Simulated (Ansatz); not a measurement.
**CdS: experiment and calculation**

**Measured values to compare with.**

A printed reference work, data compilation reports, for a bulk crystal of CdS at 300 K: lattice constant a 4.1354 ± 0.0008 Å; lattice constant c 6.712 ± 0.0007 Å.

From “Isotope dependence of band-gap energy”, 2008, arxiv:0807.2152, for a bulk crystal of CdS: band gap 2.5809 ± 0.0002 eV.

The runs below are set against these values where they give the same quantity.

Theory: DFT PBE, scalar-relativistic, plane waves, PAW in Ansatz 0.2.0.

Cutoff 420 eV; k points 6×6×4 on the computed 4-atom cell (Γ-centred); Gaussian smearing, width 0.02 eV; no spin polarisation.

Relaxed structure, symmetry kept:

```yaml
crystal:
  lattice:
    - [4.19696, 0.00000, 0.00000]
    - [-2.09848, 3.63467, 0.00000]
    - [0.00000, 0.00000, 6.82791]
  atoms:
    - { symbol: Cd, position: [0.33333, 0.66667, 0.99920] }
    - { symbol: Cd, position: [0.66667, 0.33333, 0.49920] }
    - { symbol: S, position: [0.33333, 0.66667, 0.37580] }
    - { symbol: S, position: [0.66667, 0.33333, 0.87580] }
```

| Quantity | Value |
| --- | --- |
| Space group | P6_3mc (No. 186) |
| Volume per atom | 26.04 Å³ |
| Formation energy from the elements' standard states (uncorrected) | -0.659 eV/atom |
| Kohn–Sham band gap | 1.11 eV, direct at Γ |
| Löwdin character of the top 1 eV of the valence band | S 3p 90 % |
| Löwdin character of the lowest 1 eV of the conduction band | Cd 5s 57 %, S 3p 22 %, S 3s 19 % |
| Electron masses at the edge by Cartesian direction of the standard setting (m_e; degenerate bands sorted by energy; no spin-orbit coupling) | x: 0.13; y: 0.13; z: 0.12 |
| Hole masses at the edge by Cartesian direction of the standard setting (m_e; degenerate bands sorted by energy; no spin-orbit coupling) | x: 1.7, 0.13; y: 1.7, 0.13; z: 1.8, 1.8 |
| Bulk modulus | 53 GPa |
| Its pressure derivative | 4.6 |
| Bader charges (e) | Cd (2 in the cell) 0.86, S (2 in the cell) -0.86 |

Against the measured lattice constant a of CdS, 4.1354 Å (300 K; a printed reference work, data compilation), the calculated 4.197 Å is off by +1.5 %. Measured lattice constant c of CdS: 6.712 Å (300 K; a printed reference work, data compilation). This calculation gives 6.828 Å (+1.7 %). The calculation is for 0 K without zero-point motion. Measured band gap of CdS: 2.5809 eV (quoted in the paper above). This calculation gives 1.11 eV (-1.47 eV). So large a miss may mean another phase, state or a wrong row. 2 values of this kind are on record in papers (2.44 to 2.5809 eV); this one was drawn at random among those near their median, those with a stated uncertainty first. Kohn–Sham gaps of semilocal functionals fall short of measured ones as a rule; spin-orbit coupling, left out here, would usually lower the calculated gap of a compound with heavy elements.